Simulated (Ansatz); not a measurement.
# CdF2 (Fm-3m) in Ansatz: further runs, part 2 of 3

Ansatz 0.2.0. Earlier steps stand in the parts before.

### Step 3. Relaxation of cell and atoms, PBE, target pressure 2 GPa, at which the enthalpy is minimised

Contents of input.yaml:

```yaml
crystal:
  lattice:
    - [0.0, 2.694, 2.694]
    - [2.694, 0.0, 2.694]
    - [2.694, 2.694, 0.0]
  atoms:
    - { symbol: Cd, position: [0.0, 0.0, 0.0] }
    - { symbol: F, position: [0.75, 0.75, 0.75] }
    - { symbol: F, position: [0.25, 0.25, 0.25] }
hamiltonian:
  xc: pbe
  pseudopotentials: { kind: paw }
kpoints:
  mp_grid: { grid: [9, 9, 9] }
scf:
  occupations: { method: fermi_dirac, width: 0.05 }
output:
  forces: true
  stress: true
  eigenvalues: true
  write_density: true
  write_potential: true
  elf: true
  volumetric_format: npy
relax:
  f_tol: 0.01
  max_steps: 40
  cell: { stress_tol: 0.05, p_target: 2.0 }
```

Potentials or basis: Ansatz PAW.

Started as:

```console
> ansatz run input.yaml --threads 2 --pin off --max-ram 5632MiB --backend cpu --events-out ev --progress --plain --runs-dir out
```

The program printed:

```text
Warning: RAYON_NUM_THREADS=2 ignored (pool sized by the plan → 2); use --threads N
Engine: ansatz 0.2.0, aarch64-unknown-linux-gnu
Pseudopotentials: kind: paw
Pseudopotential: Cd, paw, valence charge 20, recommended cutoff 420 eV (normal), Cd.paw.azcp
Pseudopotential: F, paw, valence charge 7, recommended cutoff 420 eV (normal), F.paw.azcp
Functional definition: PBE
  parameter kappa = 0.804
  parameter beta = 0.06672455060314922
  exchange = pbe_x(kappa = kappa, mu = beta*pi^2/3)
  correlation = pbe_c(beta = beta)
Crystal: 3 atoms, lattice volume = 39.104 Å³
Basis set: ecut = 420 eV, 749 PW (Γ), exchange–correlation on 54×54×54 points (8 copies of the dense FFT grid, shifted against one another)
Bands: 21, of which v1, the nominal top of the filled ones, is band 17 counted from 1 (16 counted from 0)
Symmetry: 48 space group operations
Space group: Fm-3m (ITA 225), of the structure as read, at distance tolerance 3.4e-5 Å
k-points: 35 of 729
Non-local potential: Cd, projectors of the file, l = 0: 3, l = 1: 2, l = 2: 2, l = 3: 1
Non-local potential: F, projectors of the file, l = 0: 2, l = 1: 2, l = 2: 1
PAW form: soft (Blöchl's): semilocal exchange-correlation on the pseudo side does not see the compensation charge
PAW one-centre angular grid: Cd, 590 points (default); XC on 64 Gauss nodes
PAW one-centre angular grid: F, 110 points (default); XC on 64 Gauss nodes
Initial density: superposition of atomic densities (neutral atoms: chi_scale 0, normalization atom), corrected by the library's trained network
Initial wavefunctions: pseudopotential atomic-orbital guess
Functional: x = pbe(κ = 0.804, μ = 0.2195149727645171), c = pbe(β = 0.06672455060314922)
SCF iter   1: F=—  HF=-9872.134532 eV  |F-HF|=—  |Δ(HF+E_count)|=         —  Δρ=5.60e-4  dr2=1.93e-5  ethr=1.77e-3  ⟨swp⟩=5.7  Hψ=2955  notcnv=0
preconditioner: auto → none  [insulator: Δε(μ)=3.129 eV  Ē_g=16.575 eV  σ=0.050 eV  W_gap=1.00  n_scr=14 (ndim 8)  ℏωp=30.3 eV  f_vac=0.125  D(μ)=0.00/eV (n_scr^D=0)  ε∞_Penn≈4.3]
SCF iter   2: F=—  HF=-9872.135540 eV  |F-HF|=—  |Δ(HF+E_count)|=   1.01e-3  Δρ=3.04e-4  dr2=1.52e-5  ethr=5.67e-8  ⟨swp⟩=3.1  Hψ=1939  notcnv=0
SCF iter   3: F=—  HF=-9872.135594 eV  |F-HF|=—  |Δ(HF+E_count)|=   5.37e-5  Δρ=1.72e-4  dr2=1.49e-6  ethr=4.48e-8  ⟨swp⟩=2.1  Hψ=1149  notcnv=0
SCF iter   4: F=—  HF=-9872.135632 eV  |F-HF|=—  |Δ(HF+E_count)|=   3.86e-5  Δρ=6.08e-5  dr2=3.93e-7  ethr=4.38e-9  ⟨swp⟩=2.0  Hψ=1190  notcnv=0
iter 5 did not close the SCF: its close was put off for the readings that it lacked (scf_convergence_deferred on its scf_iter line)
SCF iter   5: F=-9872.135636 eV  HF=-9872.135636 eV  |F-HF|=1.81e-8  |Δ(HF+E_count)|=   3.30e-6  Δρ=1.60e-5  dr2=6.29e-8  ethr=1.16e-9  ⟨swp⟩=2.0  Hψ=1190  notcnv=0
SCF iter   6: F=-9872.135636 eV  HF=-9872.135636 eV  |F-HF|=9.57e-10  |Δ(HF+E_count)|=   5.39e-8  Δρ=4.80e-6  dr2=5.00e-9  ethr=1.85e-10  ⟨swp⟩=4.9  Hψ=4081  notcnv=0
SCF 1 converged in 6 iterations: F = -9872.135636 eV  dr2 = 5.00e-9
relax step   1: F+E_penalty+E_count = -9872.13563570 eV  Δ(F+E_penalty+E_count) = +0.000e0 eV  max|allowed force component| = 2.891e-18 eV/Å  Δτ_max = 0.0000 Å  P = +5.456 GPa  Ω = 39.104 Å³  (6 SCF iters, dr2 threshold 1.00e-7 eV, accepted)
Crystal: 3 atoms, lattice volume = 40.271 Å³
Initial density: handed on by an earlier stage of this run
[... 36 lines left out ...]
SCF iter   2: F=—  HF=-9872.163558 eV  |F-HF|=—  |Δ(HF+E_count)|=   1.48e-4  Δρ=2.30e-4  dr2=9.56e-6  ethr=1.34e-7  ⟨swp⟩=2.0  Hψ=1120  notcnv=0
SCF iter   3: F=—  HF=-9872.163556 eV  |F-HF|=—  |Δ(HF+E_count)|=   2.62e-6  Δρ=5.99e-5  dr2=1.01e-6  ethr=2.81e-8  ⟨swp⟩=2.1  Hψ=1169  notcnv=0
SCF iter   4: F=-9872.163555 eV  HF=-9872.163555 eV  |F-HF|=7.39e-8  |Δ(HF+E_count)|=   3.09e-7  Δρ=2.32e-5  dr2=1.35e-7  ethr=4.79e-10  ⟨swp⟩=8.9  Hψ=4816  notcnv=0
SCF 5 converged in 4 iterations: F = -9872.163555 eV  dr2 = 1.35e-7
relax step   5: F+E_penalty+E_count = -9872.16355516 eV  Δ(F+E_penalty+E_count) = -8.328e-4 eV  max|allowed force component| = 2.236e-17 eV/Å  Δτ_max = 0.0000 Å  P = +2.016 GPa  Ω = 40.335 Å³  energy of the carried Pulay correction = -3.695e-4 eV  (4 SCF iters, dr2 threshold 1.63e-7 eV, accepted)
iter 1 solved again at ethr=1.46e-8 eV; its pass at ethr=3.10e-3 eV (dr2=4.97e-6 eV) is discarded
SCF iter   1: F=—  HF=-9872.163778 eV  |F-HF|=—  |Δ(HF+E_count)|=         —  Δρ=2.65e-5  dr2=1.42e-7  ethr=1.46e-8  ⟨swp⟩=3.0  Hψ=5006  notcnv=0
preconditioner: auto → none  [insulator: Δε(μ)=3.017 eV  Ē_g=16.327 eV  σ=0.050 eV  W_gap=1.00  n_scr=14 (ndim 8)  ℏωp=29.8 eV  f_vac=0.137  D(μ)=0.00/eV (n_scr^D=0)  ε∞_Penn≈4.3]
SCF iter   2: F=—  HF=-9872.163941 eV  |F-HF|=—  |Δ(HF+E_count)|=   1.63e-4  Δρ=1.68e-5  dr2=3.14e-8  ethr=4.18e-10  ⟨swp⟩=2.0  Hψ=1295  notcnv=0
SCF iter   3: F=—  HF=-9872.163941 eV  |F-HF|=—  |Δ(HF+E_count)|=   3.23e-7  Δρ=7.76e-6  dr2=7.74e-9  ethr=9.24e-11  ⟨swp⟩=2.1  Hψ=1170  notcnv=0
SCF iter   4: F=—  HF=-9872.163941 eV  |F-HF|=—  |Δ(HF+E_count)|=   1.30e-7  Δρ=4.21e-6  dr2=3.97e-9  ethr=2.28e-11  ⟨swp⟩=2.1  Hψ=1178  notcnv=0
SCF iter   5: F=—  HF=-9872.163941 eV  |F-HF|=—  |Δ(HF+E_count)|=   1.81e-8  Δρ=7.45e-7  dr2=1.27e-10  ethr=1.17e-11  ⟨swp⟩=2.1  Hψ=1085  notcnv=0
SCF iter   6: F=-9872.163941 eV  HF=-9872.163941 eV  |F-HF|=2.36e-11  |Δ(HF+E_count)|=  5.42e-10  Δρ=2.39e-7  dr2=1.06e-11  ethr=1.00e-12  ⟨swp⟩=5.0  Hψ=3023  notcnv=0
SCF 6 converged in 6 iterations: F = -9872.163941 eV  dr2 = 1.06e-11
relax step   6: F+E_penalty+E_count = -9872.16394149 eV  Δ(F+E_penalty+E_count) = -3.863e-4 eV  max|allowed force component| = 2.660e-17 eV/Å  Δτ_max = 0.0000 Å  P = +2.024 GPa  Ω = 40.335 Å³  stress off target by 2.37e-2 GPa  SCF on the basis re-selected at this cell (its energy is not comparable with the rows above)  (6 SCF iters)
basis re-selected at this cell: Δ(F+E_penalty+E_count) = -3.863e-4 eV, ΔP = +0.007 GPa vs the last step (what re-selecting the basis moved, of the pressure what is left beyond the Pulay correction that the steps carried, after the strain that the cell walked since its last selection, with what the two solves' SCF thresholds leave and, on support functions, any second-order correction that the steps lacked; it is no measure of the basis error at this ecutwfc). This SCF's stress stands 2.37e-2 GPa from its target on what of the cell is left free (relax.cell.stress_tol is 5.00e-2 GPa) and its largest allowed force component is 2.66e-17 eV/Å (relax.f_tol is 1.00e-2 eV/Å): within both
SCF converged after 6 iterations
Free energy (F): -9872.163941 eV
Harris-Foulkes:  -9872.163941 eV  (|F-HF|=2.36e-11)
Internal energy: -9872.163941 eV  (E = F + TS)
E sigma→0 (E₀):  -9872.163941 eV
Fermi energy:    7.567496 eV
--- Per-component energies (eV) ---
  E_band       = -495.631334
  E_kinetic    = 917.784896
  E_local      = -4297.474510  (includes V_loc(G=0)·N_el)
  E_nonlocal   = 184.035550
  E_hartree    = 1901.120502
  E_xc         = -335.026464
  E_vxc        = -424.413569  (∫ρ·V_xc dr)
  E_paw        = -4487.754289  (= ΣΔE_a)
  E_vpaw       = -677.809002  (= ΣTr[D̂ρ^β])
  E_aug_tail   = 0.004095  (compensation charges beyond the density's cutoff)
  E_ewald      = -3754.853720
  E_smearing   = -0.000000  (= −TS)
  E_closure    = 0.000000  (closes the sum)
  Σ components = -9872.163941   (vs F -9872.163941, Δ=0.00e0)
--- Forces (eV/Å), atoms counted from 1 ---
  atom   1  Cd    -0.00000000    -0.00000000    -0.00000000
  atom   2  F      0.00000000    -0.00000000    -0.00000000
  atom   3  F     -0.00000000     0.00000000    -0.00000000
  max |Σ_I F_I| component: 1.39e-17 eV/Å
--- Stress (GPa, compression-positive) ---
        2.023665      -0.000000      -0.000000
       -0.000000       2.023665      -0.000000
       -0.000000       0.000000       2.023665
  P = ⅓ Tr σ = 2.0237 GPa (20.237 kbar)
--- Band table (eV; the first three rows and the last of 35) ---
  k-point 0: bands = ["-92.4720", "-53.5763", "-53.5763", "-53.5763", "-14.6509", "-13.6352", "0.4578", "0.4578", "0.4578", "1.5322", "1.5322", "5.0796", "5.0796", "5.0796", "5.4463", "5.4463", "5.4463", "8.9693", "18.5317", "18.5317", "18.5317"]
  k-point 1: bands = ["-92.4720", "-53.5766", "-53.5764", "-53.5764", "-14.6145", "-13.6671", "0.5008", "0.5008", "0.5784", "1.5198", "1.5198", "4.6875", "4.9905", "4.9905", "5.3883", "5.4633", "5.4633", "9.4248", "17.9481", "18.7045", "18.7045"]
  k-point 2: bands = ["-92.4720", "-53.5772", "-53.5765", "-53.5765", "-14.5135", "-13.7555", "0.6062", "0.6062", "0.9095", "1.5047", "1.5047", "4.0530", "4.7623", "4.7623", "5.0104", "5.5014", "5.5014", "10.4925", "16.9111", "19.1657", "19.1657"]
  k-point 34: bands = ["-92.4719", "-53.5779", "-53.5776", "-53.5771", "-14.1320", "-14.0692", "0.9854", "1.2598", "1.3177", "1.4871", "1.5332", "2.6229", "3.5065", "4.2885", "4.7325", "5.4522", "5.9519", "13.7164", "16.6707", "17.8690", "18.0192"]
--- Relaxed structure (4 steps of the walk, 4 accepted, 2 SCFs on fresh bases) ---
  F+E_penalty+E_count = -9872.16394149 eV   max|allowed force component| = 2.660e-17 eV/Å   (the final SCF, on the basis selected at the relaxed cell)
  cell:  # Å, volume = 40.3354 Å³
    - [-7.643058049343389e-35, 2.7219834728228443, 2.721983472822844]
    - [2.721983472822844, 3.566760423026914e-34, 2.721983472822844]
    - [2.721983472822844, 2.7219834728228443, 1.2547353631005392e-33]
  atoms:
    - { symbol: Cd, position: [2.054317703065356e-34, -2.542705886371608e-34, -9.064193014506923e-35] }
    - { symbol: F, position: [0.75, 0.75, 0.75] }
    - { symbol: F, position: [0.25, 0.25, 0.25] }
```

rho_z.tsv:

```text
# z_ang	rho[e/angstrom^3]
# format = ansatz-planar-average/11
# lattice	-0.000000000	2.721983473	2.721983473
# lattice	2.721983473	0.000000000	2.721983473
# lattice	2.721983473	2.721983473	0.000000000
# sites	3
# site	48	-0.000000000	0.000000000	-0.000000000
# site	9	4.082975209	4.082975209	4.082975209
# site	9	1.360991736	1.360991736	1.360991736
0.000000	1.730534e0
0.142573	1.660190e0
0.285146	1.481156e0
0.427718	1.270145e0
0.570291	1.098878e0
0.712864	9.903870e-1
[... 19 lines left out ...]
3.564320	1.481156e0
3.706893	1.660190e0
```

Run time: 5 s. Hardware: 2 threads of Arm Neoverse V2, shared host; peak memory 0.32 GiB.

Results:

| Property | Result |
| --- | --- |
| Free energy | -9872.1639 eV |
| Relaxed volume | 13.45 Å³/atom |
| Relaxed cell | a = 3.849 Å, b = 3.849 Å, c = 3.849 Å, α = 60.00°, β = 60.00°, γ = 60.00° |
| Space group after relaxing (to 0.05 Å) | Fm-3m (No. 225) |
| Energy change on relaxing (the enthalpy is what falls) | -9.4 meV/atom |
| Ionic steps | 6 |
| Pressure after relaxing | 2.0 GPa |
| Band gap on the k mesh | 3.02 eV, indirect (least direct gap 3.52 eV) |

The path:
```tsv
step	energy change (eV)	largest force (eV/Å)	volume (Å³)
1	0.0000	0.0000	39.10
2	-0.0218	0.0000	40.27
3	-0.0216	0.0000	40.25
4	-0.0271	0.0000	40.25
5	-0.0279	0.0000	40.34
6	-0.0283	0.0000	40.34
```

Final structure:
```xyz
3
Lattice="0.0000 2.7220 2.7220 2.7220 0.0000 2.7220 2.7220 2.7220 0.0000" Properties=species:S:1:pos:R:3 pbc="T T T"
Cd    0.0000    0.0000    0.0000
F     4.0830    4.0830    4.0830
F     1.3610    1.3610    1.3610
```

Levels at points of the mesh, in eV from the valence-band top:
| k point | band 14 | band 15 | band 16 | band 17 | band 18 | band 19 | band 20 | band 21 |
| --- | --- | --- | --- | --- | --- | --- | --- | --- |
| (0.00, 0.00, 0.00) | -0.87 | -0.51 | -0.51 | -0.51 | 3.02 | 12.58 | 12.58 | 12.58 |

Caveat: odd divisions of the mesh miss points on the zone boundary, where band edges often lie, so the gap on the mesh can be too wide; the plane-wave basis is chosen anew once the cell has moved, so the energies of steps on either side of that aren't comparable; the pressure holds a Pulay correction of +0.6 GPa for the finite cutoff. As with any semilocal functional, this PBE gap is likely too small.

### Step 4. Relaxation of cell and atoms, PBE, target pressure 5 GPa, at which the enthalpy is minimised

input.yaml, as its differences from that of step 3:

```diff
@@ -20,6 +20,2 @@
   eigenvalues: true
-  write_density: true
-  write_potential: true
-  elf: true
-  volumetric_format: npy
 relax:
@@ -27,2 +23,2 @@
   max_steps: 40
-  cell: { stress_tol: 0.05, p_target: 2.0 }
+  cell: { stress_tol: 0.05, p_target: 5.0 }
```

Started as:

```console
> ansatz run input.yaml --threads 2 --pin off --max-ram 5632MiB --backend cpu --events-out ev --progress --plain --runs-dir out
```

Wall time 2.4 s (2 threads of Arm Neoverse V2, shared host); peak memory 0.31 GiB.

The run converged. Its results:

- Free energy: -9872.1406 eV
- Relaxed volume: 13.09 Å³/atom
- Relaxed cell: a = 3.815 Å, b = 3.815 Å, c = 3.815 Å, α = 60.00°, β = 60.00°, γ = 60.00°
- Space group after relaxing (to 0.05 Å): Fm-3m (No. 225)
- Energy change on relaxing (the enthalpy is what falls): -1.6 meV/atom
- Ionic steps: 3
- Pressure after relaxing: 5.0 GPa
- Band gap on the k mesh: 3.12 eV, indirect (least direct gap 3.59 eV)

Step by step:
```csv
step,energy change (eV),largest force (eV/Å),volume (Å³)
1,0.0000,0.0000,39.10
2,-0.0043,0.0000,39.26
3,-0.0049,0.0000,39.26
```

Final structure:
```cif
data_structure
_symmetry_space_group_name_H-M 'P 1'
_symmetry_Int_Tables_number 1
_cell_length_a 3.8148
_cell_length_b 3.8148
_cell_length_c 3.8148
_cell_angle_alpha 60.000
_cell_angle_beta 60.000
_cell_angle_gamma 60.000
_cell_volume 39.26
loop_
_atom_site_label
_atom_site_type_symbol
_atom_site_fract_x
_atom_site_fract_y
_atom_site_fract_z
_atom_site_occupancy
Cd1 Cd 0.00000 0.00000 0.00000 1
F1 F 0.75000 0.75000 0.75000 1
F2 F 0.25000 0.25000 0.25000 1
```

Levels at points of the mesh, in eV from the valence-band top:
| k point | band 13 | band 14 | band 15 | band 16 | band 17 | band 18 | band 19 | band 20 | band 21 |
| --- | --- | --- | --- | --- | --- | --- | --- | --- | --- |
| (0.00, 0.00, 0.00) | -0.94 | -0.94 | -0.47 | -0.47 | -0.47 | 3.12 | 12.71 | 12.71 | 12.71 |

Caveat: odd divisions of the mesh miss points on the zone boundary, where band edges often lie, so the gap on the mesh can be too wide; the plane-wave basis is chosen anew once the cell has moved, so the energies of steps on either side of that aren't comparable; the pressure holds a Pulay correction of +0.7 GPa for the finite cutoff. Zero-point motion and thermal expansion aren't in these numbers.

(Continued in part 3 of 3.)
